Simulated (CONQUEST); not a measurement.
# ZnSe (Stilleite) (F-43m) in CONQUEST: further runs

One crystal, ZnSe (Stilleite), is run at these levels: PBEsol; tasks: equation of state.

Program: CONQUEST 1.3. These are calculated values, not measurements. Logs are shortened: lines on timing, memory, paths and dates and some standing lists are left out, and cuts for length are marked.

## Step 1: The crystal as given

It takes space group F-43m (No. 216, cubic). The conventional cell has a = 5.668 Å, b = 5.668 Å, c = 5.668 Å, α = 90.00°, β = 90.00°, γ = 90.00°. Around Se (site symmetry -43m) lie 4 Zn at 2.45 Å. Zn (site symmetry -43m) has 4 Se at 2.45 Å as nearest neighbours.

## Step 2: Equation of state, PBEsol, 21.39 Å³/atom (volume scaled by 0.94)

Contents of Conquest_input:

```
IO.Title ZnSe
IO.Coordinates coords.dat
IO.FractionalAtomicCoords T
IO.Iprint 2
IO.Iprint_init 1
General.NumberOfSpecies 2
General.PseudopotentialType hamann
AtomMove.TypeOfRun static
AtomMove.FullStress T
Grid.PointsAlongX 40
Grid.PointsAlongY 40
Grid.PointsAlongZ 60
DM.SolutionMethod diagon
Diag.MPMesh T
Diag.GammaCentred T
Diag.MPMeshX 7
Diag.MPMeshY 7
Diag.MPMeshZ 5
Diag.kT 0.00183747
minE.SCTolerance 1e-6
SC.MaxIters 100
IO.AtomChargeOutput T
%block ChemicalSpeciesLabel
1 78.960 Se
2 65.390 Zn
%endblock
```

Contents of coords.dat:

```
    7.4186636050     0.0000000000     0.0000000000
    0.0000000000     7.4186636050     0.0000000000
    0.0000000000     0.0000000000    10.4915746850
4
  0.0000000000   0.5000000000   0.2500000000 1 T T T
  0.5000000000   0.0000000000   0.7500000000 1 T T T
  0.0000000000   0.0000000000   0.0000000000 2 T T T
  0.5000000000   0.5000000000   0.5000000000 2 T T T
```

Potentials or basis: PseudoDojo NC PBEsol, DZP, grid of 40 × 40 × 60 points.

The run is started by

```
> Conquest
```

Standard output:

```text
Simulation cell dimensions:     7.4187 a0 x     7.4187 a0 x    10.4916 a0

      Atomic coordinates (a0)
         Atom         X         Y         Z  Species
            1    0.0000    3.7093    2.6229        1
            2    3.7093    0.0000    7.8687        1
            3    0.0000    0.0000    0.0000        2
            4    3.7093    3.7093    5.2458        2

         Monkhorst-Pack mesh:   7 x   7 x   5 gamma-centred
        This calculation includes non-local pseudopotentials,
         with a maximum core radius of      6.36632333

    Job title: ZnSe
    Job to be run: static calculation

[... 5 lines left out ...]
      Using Fermi-Dirac smearing

    Integration grid size:     40 x   40 x   60

    Integration grid spacing:  0.185 a0 x 0.185 a0 x 0.175 a0

    Number of species:  2
    --------------------------------------------------------
    |   #  mass (au)  Charge (e)  SF Rad (a0)  NSF  Label  |
    --------------------------------------------------------
    |   1     78.960      16.000        6.677   18  Se     |
    |   2     65.390      20.000        6.491   19  Zn     |
    --------------------------------------------------------
          SCF tolerance:                 0.00000100
          SCF iterations:               100

    LibXC version:  6. 2. 2
    Using the GGA functional Perdew, Burke & Ernzerhof SOL
    Using the GGA functional Perdew, Burke & Ernzerhof SOL

           radial cut-off to be used is taken to be max PAO cut-off radius for this species:    6.366323

           greatest ang. mom. for making density from PAOs:  2

           radial cut-off to be used is taken to be max PAO cut-off radius for this species:    6.252882

           greatest ang. mom. for making density from PAOs:  2
    Minimum blocs/proc is     1500. Maximum blocs/proc is     1500
    set_atom_dens: In set_atomic_density, electrons :      72.000000000000
 matrix_size & matrix_size_padH =           74          74

    Screened ion int: energy:    -544.887171860924 Ha

    new_SC_potl: Starting.  Tolerance:  0.10000E-05

    PulayMixSC: Starting Pulay mixing, A_up =  0.500 A_dn =  0.500
    PulayMixSC: Spin non-polarised calculation.
          Harris-Foulkes Energy            :      -660.115937394630237 Ha
          (TS=0 as O(N) or entropic contribution is negligible)
          DFT Total Energy                 :      -660.056519932055721 Ha
          Total number of electrons        :        72.000000000002146
    PulayMixSC: Pulay iteration     1 residual:              0.14144E-02
          Harris-Foulkes Energy            :      -660.089399337953978 Ha
          (TS=0 as O(N) or entropic contribution is negligible)
          DFT Total Energy                 :      -660.087935045212134 Ha
          Total number of electrons        :        72.000026293015949
    PulayMixSC: Pulay iteration     2 residual:              0.53186E-03
          Harris-Foulkes Energy            :      -660.088618739308458 Ha
          (TS=0 as O(N) or entropic contribution is negligible)
          DFT Total Energy                 :      -660.088484036613409 Ha
          Total number of electrons        :        72.000039063748915
    PulayMixSC: Pulay iteration     3 residual:              0.25399E-03
          Harris-Foulkes Energy            :      -660.088500258967656 Ha
          (TS=0 as O(N) or entropic contribution is negligible)
          DFT Total Energy                 :      -660.088499055128864 Ha
          Total number of electrons        :        72.000054011133471
    PulayMixSC: Pulay iteration     4 residual:              0.14173E-04
          Harris-Foulkes Energy            :      -660.088499393687471 Ha
          (TS=0 as O(N) or entropic contribution is negligible)
          DFT Total Energy                 :      -660.088499281603163 Ha
          Total number of electrons        :        72.000054293033827
    PulayMixSC: Pulay iteration     5 residual:              0.56646E-05
          Harris-Foulkes Energy            :      -660.088499297997487 Ha
          (TS=0 as O(N) or entropic contribution is negligible)
          DFT Total Energy                 :      -660.088499295530823 Ha
          Total number of electrons        :        72.000054538028024
    PulayMixSC: Pulay iteration     6 residual:              0.35184E-06
    PulayMixSC: Reached SCF tolerance of  0.35184E-06 after      6 iterations
      | Number of electrons      =        72.000055
      |* band energy as 2Tr[K.H] =      -109.415878240244936 Ha
      |  screened ion-ion energy =      -544.887171860924354 Ha
      |  Ha correction           =         2.436872096396819 Ha
      |  XC correction           =        -8.222329865197473 Ha
      |* Harris-Foulkes energy   =      -660.088499297997487 Ha
      |* DFT total energy        =      -660.088499295530823 Ha
      |  estimated accuracy      =        -0.000000002466663 Ha

    force: Forces on atoms (Ha/a0)
    force:  Atom   X              Y              Z
    force:     1  -0.0000000000  -0.0000000000  -0.0000000000
    force:     2  -0.0000000000   0.0000000000  -0.0000000000
    force:     3  -0.0000000000  -0.0000000000  -0.0000000000
    force:     4  -0.0000000000   0.0000000000  -0.0000000000

    force: Maximum force :        0.00000000(Ha/a0) on atom         3 in z direction
    force: Force Residual:        0.00000000 Ha/a0
    force: Total stress:         -5.67643677     0.00000000     0.00000000 GPa
                             0.00000000    -5.67643677     0.00000000
                             0.00000000     0.00000000    -5.47163453
    force: Average pressure:      5.60816936 GPa

    force: Finished force
    get_E_and_F: Change in energy during last step of electronic optimisation:  0.95690E-07

    BIBLIOGRAPHY: Please consider citing the following references in the conquest.bib file

    CONQUEST:         Bowler2002pt, Miyazaki2004, Nakata2020
    Basis:            Bowler2019
    DM:               Bowler:2006xr
    Pseudopotentials: Hamann2013, Bowler2019
    XC references from LibXC:
```

It took 34 s on 1 thread of Intel Xeon 6975P-C (Granite Rapids), shared host; peak memory 0.6 GiB.

What came out:

```
Free energy            : -17961.9231 eV
Pressure               : 5.6 GPa
Band gap on the k mesh : 1.71 eV
Mulliken charges       : Se -0.03; Zn +0.03 e
```

Caveat: Mulliken charges move with the basis; an odd mesh through Γ misses points on the zone boundary, where band edges often lie; the basis of atomic orbitals isn't converged, which shifts pressures, moduli and gaps; the real-space grid breaks the cell's symmetry a little.

## Step 3: Equation of state, PBEsol, 21.85 Å³/atom (volume scaled by 0.96)

Conquest_input is that of step 2.

Contents of coords.dat:

```
    7.4709094363     0.0000000000     0.0000000000
    0.0000000000     7.4709094363     0.0000000000
    0.0000000000     0.0000000000    10.5654614481
4
  0.0000000000   0.5000000000   0.2500000000 1 T T T
  0.5000000000   0.0000000000   0.7500000000 1 T T T
  0.0000000000   0.0000000000   0.0000000000 2 T T T
  0.5000000000   0.5000000000   0.5000000000 2 T T T
```

Potentials or basis: PseudoDojo NC PBEsol, DZP, grid of 40 × 40 × 60 points.

The run is started by

```
> Conquest
```

Wall time 34 s (1 thread of Intel Xeon 6975P-C (Granite Rapids), shared host); peak memory 0.61 GiB.

Results (log left out):

```yaml
Free_energy: -17961.9766 eV
Pressure: 3.8 GPa
Band_gap_on_the_k_mesh: 1.60 eV
Mulliken_charges: Se -0.05; Zn +0.05 e
```

Caveat: Mulliken charges move with the basis; an odd mesh through Γ misses points on the zone boundary, where band edges often lie; the basis of atomic orbitals isn't converged, which shifts pressures, moduli and gaps.

## Step 4: Equation of state, PBEsol, 22.30 Å³/atom (volume scaled by 0.98)

Conquest_input is that of step 3.

Contents of coords.dat:

```
    7.5224345778     0.0000000000     0.0000000000
    0.0000000000     7.5224345778     0.0000000000
    0.0000000000     0.0000000000    10.6383290021
4
  0.0000000000   0.5000000000   0.2500000000 1 T T T
  0.5000000000   0.0000000000   0.7500000000 1 T T T
  0.0000000000   0.0000000000   0.0000000000 2 T T T
  0.5000000000   0.5000000000   0.5000000000 2 T T T
```

The run is started by

```
> Conquest
```

Wall time 33 s (1 thread of Intel Xeon 6975P-C (Granite Rapids), shared host); peak memory 0.59 GiB.

Results (log left out):

```yaml
Free_energy: -17962.0113 eV
Pressure: 2.3 GPa
Band_gap_on_the_k_mesh: 1.49 eV
Mulliken_charges: Se -0.07; Zn +0.07 e
```

Caveat: Mulliken charges move with the basis; an odd mesh through Γ misses points on the zone boundary, where band edges often lie; the basis of atomic orbitals isn't converged, which shifts pressures, moduli and gaps.

## Step 5: Equation of state, PBEsol, 22.76 Å³/atom

Conquest_input is that of step 4.

Contents of coords.dat:

```
    7.5732633803     0.0000000000     0.0000000000
    0.0000000000     7.5732633803     0.0000000000
    0.0000000000     0.0000000000    10.7102117839
4
  0.0000000000   0.5000000000   0.2500000000 1 T T T
  0.5000000000   0.0000000000   0.7500000000 1 T T T
  0.0000000000   0.0000000000   0.0000000000 2 T T T
  0.5000000000   0.5000000000   0.5000000000 2 T T T
```

The run is started by

```
> Conquest
```

Wall time 33 s (1 thread of Intel Xeon 6975P-C (Granite Rapids), shared host); peak memory 0.59 GiB.

Results (log left out):

```
Free energy            : -17962.0298 eV
Pressure               : 1.0 GPa
Band gap on the k mesh : 1.39 eV
Mulliken charges       : Se -0.08; Zn +0.08 e
```

Caveat: Mulliken charges move with the basis; an odd mesh through Γ misses points on the zone boundary, where band edges often lie; the basis of atomic orbitals isn't converged, which shifts pressures, moduli and gaps.

## Step 6: Equation of state, PBEsol, 23.21 Å³/atom (volume scaled by 1.02)

Conquest_input is that of step 5.

Contents of coords.dat:

```
    7.6234189041     0.0000000000     0.0000000000
    0.0000000000     7.6234189041     0.0000000000
    0.0000000000     0.0000000000    10.7811424059
4
  0.0000000000   0.5000000000   0.2500000000 1 T T T
  0.5000000000   0.0000000000   0.7500000000 1 T T T
  0.0000000000   0.0000000000   0.0000000000 2 T T T
  0.5000000000   0.5000000000   0.5000000000 2 T T T
```

Potentials or basis: PseudoDojo NC PBEsol, DZP, grid of 40 × 40 × 60 points.

The run is started by

```
> Conquest
```

It took 32 s on 1 thread of Intel Xeon 6975P-C (Granite Rapids), shared host; peak memory 0.56 GiB.

Results (log left out):

| Property | Result |
| --- | --- |
| Free energy | -17962.0336 eV |
| Pressure | -0.3 GPa |
| Band gap on the k mesh | 1.30 eV |
| Mulliken charges | Se -0.10; Zn +0.10 e |

Caveat: Mulliken charges move with the basis; an odd mesh through Γ misses points on the zone boundary, where band edges often lie; the basis of atomic orbitals isn't converged, which shifts pressures, moduli and gaps.

## Step 7: Equation of state, PBEsol, 23.67 Å³/atom (volume scaled by 1.04)

Conquest_input is that of step 6.

Contents of coords.dat:

```
    7.6729230113     0.0000000000     0.0000000000
    0.0000000000     7.6729230113     0.0000000000
    0.0000000000     0.0000000000    10.8511517858
4
  0.0000000000   0.5000000000   0.2500000000 1 T T T
  0.5000000000   0.0000000000   0.7500000000 1 T T T
  0.0000000000   0.0000000000   0.0000000000 2 T T T
  0.5000000000   0.5000000000   0.5000000000 2 T T T
```

The run is started by

```
> Conquest
```

It took 32 s on 1 thread of Intel Xeon 6975P-C (Granite Rapids), shared host; peak memory 0.57 GiB.

Results (log left out):

```
Free energy            : -17962.0240 eV
Pressure               : -1.4 GPa
Band gap on the k mesh : 1.21 eV
Mulliken charges       : Se -0.11; Zn +0.11 e
```

Caveat: Mulliken charges move with the basis; an odd mesh through Γ misses points on the zone boundary, where band edges often lie; the basis of atomic orbitals isn't converged, which shifts pressures, moduli and gaps; the real-space grid breaks the cell's symmetry a little.

## Step 8: Equation of state, PBEsol, 24.12 Å³/atom (volume scaled by 1.06)

Conquest_input is that of step 7.

Contents of coords.dat:

```
    7.7217964501     0.0000000000     0.0000000000
    0.0000000000     7.7217964501     0.0000000000
    0.0000000000     0.0000000000    10.9202692658
4
  0.0000000000   0.5000000000   0.2500000000 1 T T T
  0.5000000000   0.0000000000   0.7500000000 1 T T T
  0.0000000000   0.0000000000   0.0000000000 2 T T T
  0.5000000000   0.5000000000   0.5000000000 2 T T T
```

The run is started by

```
> Conquest
```

Run time: 26 s. Hardware: 1 thread of Intel Xeon 6975P-C (Granite Rapids), shared host; peak memory 0.54 GiB.

It converged, with:

```
Free energy            : -17962.0026 eV
Pressure               : -2.5 GPa
Band gap on the k mesh : 1.13 eV
Mulliken charges       : Se -0.12; Zn +0.12 e
```

Caveat: Mulliken charges move with the basis; an odd mesh through Γ misses points on the zone boundary, where band edges often lie; the basis of atomic orbitals isn't converged, which shifts pressures, moduli and gaps; the real-space grid breaks the cell's symmetry a little.

## Step 9: Equation of state, PBEsol

Potentials or basis: PseudoDojo NC PBEsol, DZP, grid of 40 × 40 × 60 points.

No new run: the results of the series are fitted here.

Results:

```yaml
Equilibrium_volume: 23.10 Å³/atom
Bulk_modulus: 61 GPa
Pressure_derivative_of_the_bulk_modulus: "4.5 (rough: it moves with the points fitted)"
```

Energy against volume, from the lowest point:
```
volume (Å³/atom)  energy (meV/atom)
          21.391              27.62
          21.846              14.25
          22.301               5.58
          22.757               0.94
          23.212               0.00
          23.667               2.40
          24.122               7.76
```

Caveat: the DZP basis gives volumes some 2 % larger than converged bases do, and moduli off by several per cent; the basis of atomic orbitals isn't converged, which shifts pressures, moduli and gaps.

## Step 10: For comparison

An earlier run on the cell as given: functional PBE; potentials or basis PseudoDojo NC PBE, DZP, grid cutoff 120 Ha; k mesh 7 × 7 × 5; occupations fermi-dirac, width 0.05 eV; no spin polarisation.

* Pressure: 4.3 GPa
* Band gap on the k mesh: 1.49 eV
* Mulliken charges: Se -0.11; Zn +0.11 e
